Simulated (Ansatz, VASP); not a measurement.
One calculation of Al, two programs

Contents of INCAR:

```
SYSTEM = Al
PREC = Accurate ; ENCUT = 520
EDIFF = 1E-7 ; ISMEAR = 0
SIGMA = 0.1 ; LREAL = .False.
LASPH = .True. ; NELM = 100
ALGO = Normal ; ISIF = 2
LWAVE = .False. ; LCHARG = .False.
GGA = PS ; NBANDS = 8
```

The input KPOINTS:

```
Automatic mesh
0
Gamma
  18 18 18
  0 0 0
```

POSCAR

```
Al
1.0
    0.0000000000      1.9456568277      1.9456568277
    1.9456568277      0.0000000000      1.9456568277
    1.9456568277      1.9456568277      0.0000000000
Al
1
Direct
    0.0000000000      0.0000000000      0.0000000000
```

Input for Ansatz:

```yaml
crystal:
  lattice:
    - [0.0, 1.9456568277, 1.9456568277]
    - [1.9456568277, 0.0, 1.9456568277]
    - [1.9456568277, 1.9456568277, 0.0]
  atoms:
    - { symbol: Al, position: [0.0, 0.0, 0.0] }
basis:
  ecutwfc: 420
kpoints:
  mp_grid: { grid: [18, 18, 18] }
hamiltonian:
  xc: pbesol
scf:
  occupations: { method: gaussian, width: 0.1 }
output:
  forces: true
  stress: true
  eigenvalues: true
  write_density: true
  write_potential: true
  elf: true
  volumetric_format: npy
```

Alike in both runs: task single point; functional PBEsol; k mesh 18 × 18 × 18; occupations gaussian, width 0.1 eV; no spin polarisation.

|  | VASP | Ansatz |
| --- | --- | --- |
| version | VASP 6.6.1 | Ansatz 0.2.0 |
| potentials or method | VASP PAW PBE potentials, release 64 (Al) | scalar-relativistic, plane waves, PAW |
| plane-wave cutoff (eV) | 520 | 420 |
| valence electrons in the cell | 3 | 3 |

Ansatz gave:

* gap on the k mesh at the Fermi level (eV): none
* pressure (GPa): 9.4

Q: Which values does VASP return?

A: gap on the k mesh at the Fermi level (eV): none; pressure (GPa): 9.5.

A gap of «none» marks a metal or a gap that the smearing closes.

Caveats: the PAW data sets were made with another functional, which shifts forces and pressure a little (VASP).
